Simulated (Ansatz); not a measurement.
# Computed properties of LiNbO₃ (R-3c)

All numbers come from Ansatz 0.2.0. (Simulation; no magnetic order is allowed.)

The cell is a 10-atom cell of LiNbO₃ (R-3c) from a materials database; cell and atoms were relaxed with r2SCAN. Space group R-3c (No. 167), trigonal; a = 5.184 Å, c = 13.689 Å in the conventional setting, 10.62 Å³ an atom. Around Li lie 3 O at 1.96 Å; around Nb lie 6 O at 1.98 Å; around O lie 1 Li at 1.96 Å and 2 Nb at 1.98 Å.

```cif
data_structure
_symmetry_space_group_name_H-M 'R-3c:H'
_symmetry_Int_Tables_number 167
_cell_length_a 5.1845
_cell_length_b 5.1845
_cell_length_c 13.6890
_cell_angle_alpha 90.000
_cell_angle_beta 90.000
_cell_angle_gamma 120.000
_cell_volume 318.65
loop_
_atom_site_label
_atom_site_type_symbol
_atom_site_symmetry_multiplicity
_atom_site_Wyckoff_symbol
_atom_site_fract_x
_atom_site_fract_y
_atom_site_fract_z
_atom_site_occupancy
Li1 Li 6 a 0.00000 0.00000 0.25000 1
Nb1 Nb 6 b 0.33333 0.66667 0.16667 1
O1 O 18 e 0.04512 0.33333 0.08333 1
```

Relaxed lattice by functional, symmetry kept:
```tsv
functional	k mesh	a (Å)	c (Å)	volume (Å³/atom)
PBE	6×6×6	5.223	13.795	10.86
r2SCAN	6×6×6	5.184	13.689	10.62
PBEsol	6×6×6	5.182	13.648	10.58
```

On this one geometry the levels give:
```json
{"level": "PBE", "k mesh": "6×6×6", "gap (eV)": "2.58", "kind": "indirect", "edges": "Γ–S₀ (0.40) → F", "least direct gap (eV)": "2.68"}
{"level": "PBE+SOC", "k mesh": "6×6×6", "gap (eV)": "2.58", "kind": "indirect", "edges": "Γ–S₀ (0.41) → F", "least direct gap (eV)": "2.65"}
{"level": "r2SCAN", "k mesh": "6×6×6", "gap (eV)": "2.97", "kind": "indirect", "edges": "Γ–S₀ (0.41) → F", "least direct gap (eV)": "3.09"}
{"level": "HSE06", "k mesh": "4×4×4", "gap (eV)": "3.94", "kind": "indirect", "edges": "Γ–S₀ (0.41) → F", "least direct gap (eV)": "4.05"}
{"level": "PBE0", "k mesh": "4×4×4", "gap (eV)": "4.68", "kind": "indirect", "edges": "Γ–S₀ (0.41) → F", "least direct gap (eV)": "4.78"}
```
PBE: smearing of 0.02 eV; the others have fixed occupations.
Wave cutoffs: 420 eV, 500 eV (r2SCAN).
Points off the special ones are mesh points or PBE's searched band edges, reused at the other levels.

The HSE06 gap is indirect, 3.94 eV (Γ–S₀ (0.41 of the way from Γ) to F), below the direct gap of 4.05 eV at Γ. Spin-orbit coupling changes the PBE gap by 0.00 eV, to 2.58 eV.

r2SCAN covers 29 % of the step from PBE to HSE06, while HSE06 needs about 16 times r2SCAN's rough cost (on a coarser mesh). For gaps to 0.1 eV, spin-orbit coupling (up to 0.03 eV here) can be left out. Among these functionals the gap stays indirect.

Only the levels marked +SOC include spin-orbit coupling.

The meshes of the hybrids are coarse, so their gaps aren't converged to the digits shown.
